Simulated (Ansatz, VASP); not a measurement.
# Fe: VASP beside Ansatz

```
Fe
1.0
     0.00000    2.43832    2.43832
     2.43832    0.00000    2.43832
     2.43832    2.43832    0.00000
Fe
2
Direct
  0.12500 0.12500 0.12500
  0.87500 0.87500 0.87500
```

Alike in both runs: task single point; functional BLYP; k mesh 12 × 12 × 12; occupations fermi-dirac, width 0.1 eV; no spin polarisation.

|  | VASP | Ansatz |
| --- | --- | --- |
| version | VASP 6.6.1 | Ansatz 0.2.0 |
| potentials or method | VASP PAW PBE potentials, release 64 (Fe) | plane waves (420 eV) with PAW, scalar-relativistic |
| plane-wave cutoff (eV) | 520 | 420 |
| valence electrons in the cell | 16 | 32 |

|  | VASP | Ansatz | Ansatz less VASP |
| --- | --- | --- | --- |
| pressure (GPa) | 5.0 | 6.1 | +1.11 |

With one functional, cell and mesh, what is left measures potentials, basis and numerics. The two sets of potentials don't hold the same shells in valence.

Caveats: the PAW data sets were made with another functional, which shifts forces and pressure a little (VASP); the run has no spin polarisation, though such a crystal can be magnetic. Spin polarisation is off, so any magnetic state and its effect on volume and gap are missing.
